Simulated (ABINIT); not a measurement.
# AlN (P1) in ABINIT: convergence with cutoff

Aim: find how far cutoff must go before the results for AlN settle, at LDA. This setting moves, with any that are tied to it; all else stays.

Everything below comes from runs of ABINIT 10.8.3 (patched build). Logs are shortened: lines on timing, memory, paths and dates and some standing lists are left out, and cuts for length are marked. The log counts tension as positive stress, the text compression.

## Step 1: The cell of the first run

The typed cell holds 2 atoms: a = 3.089 Å, b = 3.089 Å, c = 3.089 Å, α = 60.00°, β = 60.00°, γ = 60.00°.

The cell comes from a database or a generator and needn't be the stable form of this composition.

The cell isn't the ideal one: atoms moved at random, drawn with an rms of 0.05 Å.

## Step 2: With cutoff 10.5 Ha

run.abi

```
# Pseudopotentials
pp_dirpath "./"
pseudos "Al.LDA_PW-JTH.xml, N.LDA_PW-JTH.xml"

# Structure
acell 3*1.0 Angstrom
rprim
     0.0000000000     2.1839935596     2.1839935596
     2.1839935596     0.0000000000     2.1839935596
     2.1839935596     2.1839935596     0.0000000000
ntypat 2
znucl 13 7
natom 2
typat 1 2
xred
     0.0003530000    -0.0059770000     0.0112680000
     0.2477940000     0.2561980000     0.2419040000
chkprim 0
chksymtnons 0
tolsym 1.0e-6

# Plane-wave basis
ecut 10.5
pawecutdg 63.6

# k points
kptopt 1
ngkpt 10 10 10
nshiftk 1
shiftk 0.0 0.0 0.0

# Exchange and correlation
ixc 7

# Bands and occupations
nband 8
occopt 3
tsmear 0.00367493

# SCF cycle
nstep 100
tolvrs 1.0e-9

# Output
iomode 3
prtwf 0
prtden 0
prteig 0
prtebands 0
```

Potentials or basis: JTH PAW LDA v2.0.

On the command line:

```bash
$ abinit run.abi > log 2>&1
```

Wall time 23 s (1 thread of Arm Neoverse V1, shared host); peak memory 0.1 GiB.

Results (log left out):

```yaml
Free_energy: -330.6123 eV
Largest_force: 0.689 eV/Å
Band_gap_on_the_k_mesh: 3.02 eV, indirect (least direct gap 3.76 eV)
Valence_electrons_inside_the_program's_atomic_spheres: Al 0.94; N 2.54
```

## Step 3: With cutoff 13 Ha

Edit run.abi of step 2 so:

```diff
@@ -22,3 +22,3 @@
 # Plane-wave basis
-ecut 10.5
+ecut 13.0
 pawecutdg 63.6
```

Potentials or basis: JTH PAW LDA v2.0.

On the command line:

```bash
$ abinit run.abi > log 2>&1
```

Wall time 30 s (1 thread of Arm Neoverse V1, shared host); peak memory 0.11 GiB.

It converged, with:

* Free energy: -332.5707 eV
* Largest force: 0.716 eV/Å
* Band gap on the k mesh: 3.11 eV, indirect (least direct gap 3.94 eV)
* Valence electrons inside the program's atomic spheres: Al 0.93; N 2.60

## Step 4: With cutoff 15.5 Ha

Edit run.abi of step 3 so:

```diff
@@ -22,3 +22,3 @@
 # Plane-wave basis
-ecut 13.0
+ecut 15.5
 pawecutdg 63.6
```

On the command line:

```bash
$ abinit run.abi > log 2>&1
```

It took 47 s on 1 thread of Arm Neoverse V1, shared host; peak memory 0.12 GiB.

It converged, with:

```
Free energy                                           : -333.4787 eV
Largest force                                         : 0.751 eV/Å
Band gap on the k mesh                                : 3.07 eV, indirect (least direct gap 4.00 eV)
Valence electrons inside the program's atomic spheres : Al 0.93; N 2.61
```

## Step 5: With cutoff 18 Ha

Edit run.abi of step 4 so:

```diff
@@ -22,3 +22,3 @@
 # Plane-wave basis
-ecut 15.5
+ecut 18.0
 pawecutdg 63.6
```

On the command line:

```bash
$ abinit run.abi > log 2>&1
```

Wall time 56 s (1 thread of Arm Neoverse V1, shared host); peak memory 0.14 GiB.

Results (log left out):

```yaml
Free_energy: -333.8744 eV
Largest_force: 0.741 eV/Å
Band_gap_on_the_k_mesh: 3.09 eV, indirect (least direct gap 4.05 eV)
Valence_electrons_inside_the_program's_atomic_spheres: Al 0.93; N 2.62
```

## Step 6: With cutoff 22 Ha

Edit run.abi of step 5 so:

```diff
@@ -22,3 +22,3 @@
 # Plane-wave basis
-ecut 18.0
+ecut 22.0
 pawecutdg 63.6
```

Potentials or basis: JTH PAW LDA v2.0.

On the command line:

```bash
$ abinit run.abi > log 2>&1
```

It took 80 s on 1 thread of Arm Neoverse V1, shared host; peak memory 0.16 GiB.

Results (log left out):

```
Free energy                                           : -334.0473 eV
Largest force                                         : 0.727 eV/Å
Band gap on the k mesh                                : 3.08 eV, indirect (least direct gap 4.06 eV)
Valence electrons inside the program's atomic spheres : Al 0.93; N 2.62
```

## Step 7: With cutoff 26 Ha

Edit run.abi of step 6 so:

```diff
@@ -22,3 +22,3 @@
 # Plane-wave basis
-ecut 22.0
+ecut 26.0
 pawecutdg 63.6
```

On the command line:

```bash
$ abinit run.abi > log 2>&1
```

Wall time 1.8 min (1 thread of Arm Neoverse V1, shared host); peak memory 0.18 GiB.

It converged, with:

| Property | Result |
| --- | --- |
| Free energy | -334.0723 eV |
| Pressure | -3.6 GPa |
| Largest force | 0.728 eV/Å |
| Band gap on the k mesh | 3.07 eV, indirect (least direct gap 4.06 eV) |
| Valence electrons inside the program's atomic spheres | Al 0.93; N 2.62 |

## Step 8: With cutoff 30 Ha

Edit run.abi of step 7 so:

```diff
@@ -22,3 +22,3 @@
 # Plane-wave basis
-ecut 26.0
+ecut 30.0
 pawecutdg 63.6
```

On the command line:

```bash
$ abinit run.abi > log 2>&1
```

It took 1.9 min on 1 thread of Arm Neoverse V1, shared host; peak memory 0.21 GiB.

It converged, with:

```yaml
Free_energy: -334.0733 eV
Pressure: -3.6 GPa
Largest_force: 0.728 eV/Å
Band_gap_on_the_k_mesh: 3.07 eV, indirect (least direct gap 4.06 eV)
Valence_electrons_inside_the_program's_atomic_spheres: Al 0.93; N 2.62
```

## Step 9: With cutoff 35 Ha

Edit run.abi of step 8 so:

```diff
@@ -22,3 +22,3 @@
 # Plane-wave basis
-ecut 30.0
+ecut 35.0
 pawecutdg 63.6
```

Potentials or basis: JTH PAW LDA v2.0.

On the command line:

```bash
$ abinit run.abi > log 2>&1
```

It took 2.3 min on 1 thread of Arm Neoverse V1, shared host; peak memory 0.25 GiB.

Results (log left out):

```yaml
Free_energy: -334.0783 eV
Pressure: -3.8 GPa
Largest_force: 0.727 eV/Å
Band_gap_on_the_k_mesh: 3.08 eV, indirect (least direct gap 4.06 eV)
Valence_electrons_inside_the_program's_atomic_spheres: Al 0.93; N 2.62
```

## Step 10: With cutoff 41.5 Ha

Edit run.abi of step 9 so:

```diff
@@ -22,3 +22,3 @@
 # Plane-wave basis
-ecut 35.0
+ecut 41.5
 pawecutdg 63.6
```

Potentials or basis: JTH PAW LDA v2.0.

On the command line:

```bash
$ abinit run.abi > log 2>&1
```

run.abo:

```text
.Version 10.8.3 of ABINIT
 Symmetries : space group P1 (#  1); Bravais aP (primitive triclinic)
================================================================================
 Values of the parameters that define the memory need of the present run
     intxc =       0    ionmov =       0      iscf =      17    lmnmax =       8
     lnmax =       4     mgfft =      36  mpssoang =       2    mqgrid =    3001
     natom =       2  nloc_mem =       2    nspden =       1   nspinor =       1
    nsppol =       1      nsym =       1    n1xccc =       1    ntypat =       2
    occopt =       3   xclevel =       1
       mpw =        1823          nfft =       46656          nkpt =         504
 PAW method is used; the additional fine FFT grid is defined by:
   mgfftf=        45    nfftf =     91125
================================================================================
================================================================================

--------------------------------------------------------------------------------
------------- Echo of variables that govern the present computation ------------
--------------------------------------------------------------------------------
 -outvars: echo values of preprocessed input variables --------
            acell      1.8897261259E+00  1.8897261259E+00  1.8897261259E+00 Bohr
              amu      2.69815390E+01  1.40067400E+01
          chkprim           0
      chksymtnons           0
             ecut      4.15000000E+01 Hartree
                       outvar_i_n : Printing only first  50 k-points.
              ixc           7
                       outvar_i_n : Printing only first  50 k-points.
         kptrlatt       10    0    0      0   10    0      0    0   10
          kptrlen      5.83667106E+01
            natom           2
            nband           8
            ngfft          36      36      36
          ngfftdg          45      45      45
             nkpt         504
            nstep         100
             nsym           1
           ntypat           2
                       prtocc : prtvol=0, do not print more k-points.
           occopt           3
        pawecutdg      6.36000000E+01 Hartree
           prtden           0
        prtebands           0
           prteig           0
            prtwf           0
            rprim      0.0000000000E+00  2.1839935596E+00  2.1839935596E+00
                       2.1839935596E+00  0.0000000000E+00  2.1839935596E+00
                       2.1839935596E+00  2.1839935596E+00  0.0000000000E+00
          spgroup           1
           tolsym      1.00000000E-06
           tolvrs      1.00000000E-09
           tsmear      3.67493000E-03 Hartree
            typat      1  2
           useylm           1
                       outvars : Printing only first  50 k-points.
           xangst      1.1555509924E-02  2.5380189156E-02 -1.2282779779E-02
                       1.0878515600E+00  1.0694972781E+00  1.1007152821E+00
            xcart      2.1836749001E-02  4.7961606529E-02 -2.3211089848E-02
                       2.0557415141E+00  2.0210569481E+00  2.0800504258E+00
             xred      3.5300000000E-04 -5.9770000000E-03  1.1268000000E-02
                       2.4779400000E-01  2.5619800000E-01  2.4190400000E-01
            znucl       13.00000    7.00000

================================================================================

 chkinp: Checking input parameters for consistency.

================================================================================
== DATASET  1 ==================================================================

--- !DatasetInfo
iteration_state: {dtset: 1, }
dimensions: {natom: 2, nkpt: 504, mband: 8, nsppol: 1, nspinor: 1, nspden: 1, mpw: 1823, }
cutoff_energies: {ecut:  41.5, pawecutdg:  63.6, }
[... 84 lines left out ...]
etotal    :  -1.22774406E+01
entropy   :   0.00000000E+00
fermie    :   3.20887703E-01
cartesian_stress_tensor: # hartree/bohr^3
- [  1.22655678E-04,   3.87971795E-05,  -1.01189819E-04, ]
- [  3.87971795E-05,   1.36037948E-04,  -2.47143652E-05, ]
- [ -1.01189819E-04,  -2.47143652E-05,   1.24007561E-04, ]
pressure_GPa:  -3.7532E+00
xred      :
- [  3.5300E-04,  -5.9770E-03,   1.1268E-02, Al]
- [  2.4779E-01,   2.5620E-01,   2.4190E-01,  N]
cartesian_forces: # hartree/bohr
- [ -3.19599653E-03,  -1.28472117E-02,   4.98008459E-03, ]
- [  3.19599653E-03,   1.28472117E-02,  -4.98008459E-03, ]
force_length_stats: {min:   1.41444860E-02, max:   1.41444860E-02, mean:   1.41444860E-02, }
...

 Integrated electronic density in atomic spheres:
 ------------------------------------------------
 Atom  Sphere_radius  Integrated_density
    1        1.90363          0.92865062
    2        1.20497          2.61470107

================================================================================

 ----iterations are completed or convergence reached----

 Mean square residual over all n,k,spin=   63.776E-09; max=  24.410E-06
 reduced coordinates (array xred) for    2 atoms
       0.000353000000     -0.005977000000      0.011268000000
       0.247794000000      0.256198000000      0.241904000000
 rms dE/dt=  4.2789E-02; max dE/dt=  6.6376E-02; dE/dt below (all hartree)
    1       0.032441352894     -0.007303358198      0.066375833511
    2      -0.032496269292      0.007423038729     -0.066049610008

 cartesian coordinates (angstrom) at end:
    1      0.01155550992384     0.02538018915611    -0.01228277977919
    2      1.08785156002388     1.06949727814900     1.10071528208992

 cartesian forces (hartree/bohr) at end:
    1     -0.00319599653459    -0.01284721167419     0.00498008459037
    2      0.00319599653459     0.01284721167419    -0.00498008459037
 frms,max,avg= 8.1663228E-03 1.2847212E-02  -3.034E-05 -9.185E-06  1.584E-05 h/b

 cartesian forces (eV/Angstrom) at end:
    1     -0.16434474956748    -0.66063018604083     0.25608624601725
    2      0.16434474956748     0.66063018604083    -0.25608624601725
 frms,max,avg= 4.1992920E-01 6.6063019E-01  -1.560E-03 -4.723E-04  8.144E-04 e/A
 length scales=  1.889726125908  1.889726125908  1.889726125908 bohr
              =  1.000000000000  1.000000000000  1.000000000000 angstroms
 Fermi (or HOMO) energy (hartree) =   0.32089   Average Vxc (hartree)=  -0.40204
 Eigenvalues (hartree) for nkpt= 504  k points:
 kpt#   1, nband=  8, wtk=  0.00100, kpt=  0.0000  0.0000  0.0000 (reduced coord)
  -0.28933    0.25114    0.25488    0.26162    0.41091    0.70801    0.70876    0.70925
      occupation numbers for kpt#   1
   2.00000    2.00000    2.00000    2.00000    0.00000    0.00000    0.00000    0.00000
 prteigrs : prtvol=0 or 1, do not print more k-points.

--- !EnergyTerms
iteration_state     : {dtset: 1, }
comment             : Components of total free energy in Hartree
kinetic             :  6.98491807292739E+00
hartree             :  2.81036979367025E+00
xc                  : -3.84957901575156E+00
Ewald energy        : -1.08977077284498E+01
psp_core            : -8.86567067963166E-02
local_psp           : -9.07781870599796E+00
PAW spherical_terms :  1.84103399371454E+00
internal            : -1.22774402966835E+01
'-kT*entropy'       : -3.44503268571210E-10
total_energy        : -1.22774402970280E+01
total_energy_eV     : -3.34086170034401E+02
...

--- !EnergyTermsDC
iteration_state     : {dtset: 1, }
comment             : '"Double-counting" decomposition of free energy'
band_energy         :  5.70966042282170E-01
Ewald energy        : -1.08977077284498E+01
psp_core            : -8.86567067963166E-02
xc_dc               : -2.25898456039791E+00
PAW spherical_terms :  3.96942397657889E-01
internal            : -1.22774405557040E+01
'-kT*entropy'       : -3.44503268571210E-10
total_energy_dc     : -1.22774405560485E+01
total_energy_dc_eV  : -3.34086177082708E+02
...

--- !EnergyTermsWithPAWCore
iteration_state     : {dtset: 1, }
comment             : 'Components of total free energy, including PAW core contributions'
Total energy        : -2.96422701458238E+02
Total energy DC     : -2.96422701717259E+02
Total energy (eV)   : -8.06607262145724E+03
Total energy DC (eV): -8.06607262850555E+03
...

 Cartesian components of stress tensor (hartree/bohr^3)
  sigma(1 1)=  1.22655678E-04  sigma(3 2)= -2.47143652E-05
  sigma(2 2)=  1.36037948E-04  sigma(3 1)= -1.01189819E-04
  sigma(3 3)=  1.24007561E-04  sigma(2 1)=  3.87971795E-05

-Cartesian components of stress tensor (GPa)         [Pressure= -3.7532E+00 GPa]
- sigma(1 1)=  3.60865464E+00  sigma(3 2)= -7.27121727E-01
- sigma(2 2)=  4.00237460E+00  sigma(3 1)= -2.97710725E+00
- sigma(3 3)=  3.64842839E+00  sigma(2 1)=  1.14145243E+00

== END DATASET(S) ==============================================================
================================================================================

 -outvars: echo values of variables after computation  --------
            acell      1.8897261259E+00  1.8897261259E+00  1.8897261259E+00 Bohr
           etotal     -1.2277440556E+01
            fcart     -3.1959965346E-03 -1.2847211674E-02  4.9800845904E-03
                       3.1959965346E-03  1.2847211674E-02 -4.9800845904E-03
            rprim      0.0000000000E+00  2.1839935596E+00  2.1839935596E+00
                       2.1839935596E+00  0.0000000000E+00  2.1839935596E+00
                       2.1839935596E+00  2.1839935596E+00  0.0000000000E+00
           strten      1.2265567823E-04  1.3603794778E-04  1.2400756062E-04
                      -2.4714365175E-05 -1.0118981881E-04  3.8797179451E-05
           xangst      1.1555509924E-02  2.5380189156E-02 -1.2282779779E-02
                       1.0878515600E+00  1.0694972781E+00  1.1007152821E+00
             xred      3.5300000000E-04 -5.9770000000E-03  1.1268000000E-02
                       2.4779400000E-01  2.5619800000E-01  2.4190400000E-01
 Calculation completed.
```

Wall time 3.4 min (1 thread of Arm Neoverse V1, shared host); peak memory 0.3 GiB.

Results:

| Quantity | Value |
| --- | --- |
| Free energy | -334.0862 eV |
| Pressure | -3.8 GPa |
| Largest force | 0.727 eV/Å |
| Band gap on the k mesh | 3.08 eV, indirect (least direct gap 4.06 eV) |
| Valence electrons inside the program's atomic spheres | Al 0.93; N 2.61 |

## Step 11: The series at a glance

```tsv
cutoff	energy less the tightest run, at zero smearing (meV/atom)	largest force (eV/Å)	gap on the mesh (eV)	SCF cycles	CPU time (s)	peak memory (GiB)
10.5 Ha	1736.94	0.689	3.024	10	23	0.1
13 Ha	757.72	0.716	3.112	11	30	0.11
15.5 Ha	303.74	0.751	3.074	10	47	0.12
18 Ha	105.88	0.741	3.088	11	56	0.14
22 Ha	19.43	0.727	3.076	11	80	0.16
26 Ha	6.94	0.728	3.074	11	110	0.18
30 Ha	6.44	0.728	3.074	11	120	0.21
35 Ha	3.94	0.727	3.075	11	140	0.25
41.5 Ha	0.00	0.727	3.076	11	200	0.3
```

Against the tightest run, the largest force stays within 0.005 eV/Å from 22 Ha on; the gap on the mesh stays within 0.01 eV from 22 Ha on. Not settled before the last step: the energy (to 1 meV/atom). The tightest run that finished is the yardstick and may itself not be fully converged.
